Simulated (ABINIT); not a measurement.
The system is PbS (Galena).

```xyz
2
Lattice="0.0000 2.9657 2.9657 2.9657 0.0000 2.9657 2.9657 2.9657 0.0000" Properties=species:S:1:pos:R:3 pbc="T T T"
Pb    0.0000    0.0000    0.0000
S     2.9657    2.9657    2.9657
```

```yaml
Program: ABINIT 10.8.3 (patched build)
Task: relaxation of cell and atoms
Functional: LDA
Potentials_or_basis: PseudoDojo NC SR LDA v0.4.1 standard
Cutoff: 762 eV
k_mesh: 6 × 6 × 6
Occupations: fermi-dirac, width 0.05 eV
Spin: no spin polarisation
```

At the start: pressure -2.6 GPa; volume 26.09 Å³/atom.

Task: Where does the relaxation end?

Result: Over 4 steps the energy falls by 10.0 meV/atom and the volume is 24.91 Å³/atom (-4.5 %); space group Fm-3m (No. 225, to 0.05 Å).

The path:
```
step  energy change (eV)  largest force (eV/Å)  pressure (GPa)  volume (Å³)
   1              0.0000                0.0000           -2.63        52.17
   2             -0.0063                0.0000           -2.20        51.75
   3             -0.0200                0.0000            0.09        49.74
   4             -0.0200                0.0000            0.00        49.81
```

Final structure:
```
Pb S
1.0
     0.00000    2.92040    2.92040
     2.92040    0.00000    2.92040
     2.92040    2.92040    0.00000
Pb S
1 1
Direct
  0.00000 0.00000 0.00000
  0.50000 0.50000 0.50000
```
